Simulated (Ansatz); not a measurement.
KBr (started from an entry of an open crystallographic database) (r2SCAN geometry), in Ansatz:

```yaml
crystal:
  lattice:
    - [0.00000, 3.30244, 3.30244]
    - [3.30244, 0.00000, 3.30244]
    - [3.30244, 3.30244, 0.00000]
  atoms:
    - { symbol: K, position: [0.00000, 0.00000, 0.00000] }
    - { symbol: Br, position: [0.50000, 0.50000, 0.50000] }
```

G0W0@PBE with 270 empty bands, a screening cutoff of 140 eV and a 4×4×4 mesh (PAW, contour deformation) gives 6.972 eV over the mesh points, from a PBE gap of 4.429 eV; it sums over 278 bands with 283 plane waves in the screening and a wave cutoff of 420 eV. The G0W0 figures hold for the stated bands, cutoff and mesh and aren't extrapolated. Calculated for a static, non-magnetic cell.

**Question.** Estimate the gap with frequency model Godby-Needs pole.

**Answer.** 6.968 eV (-0.004 eV), from a Kohn-Sham gap of 4.429 eV.

**Question.** Estimate the gap with empty bands 497, screening cutoff 210 eV.

**Answer.** 7.051 eV (+0.079 eV), from a Kohn-Sham gap of 4.429 eV.

**Question.** Another run gave a Kohn-Sham gap of 4.428 eV and a G0W0 gap of 6.909 eV, summing over 278 bands with 283 plane waves in the screening and a wave cutoff of 850 eV. What was changed?

**Answer.** Potentials of the kind norm-conserving. The wave cutoff gives it away.

**Question.** Estimate the gap with starting point HSE06.

**Answer.** 7.530 eV (+0.558 eV), from a Kohn-Sham gap of 5.596 eV.

Spin-orbit coupling is left out.
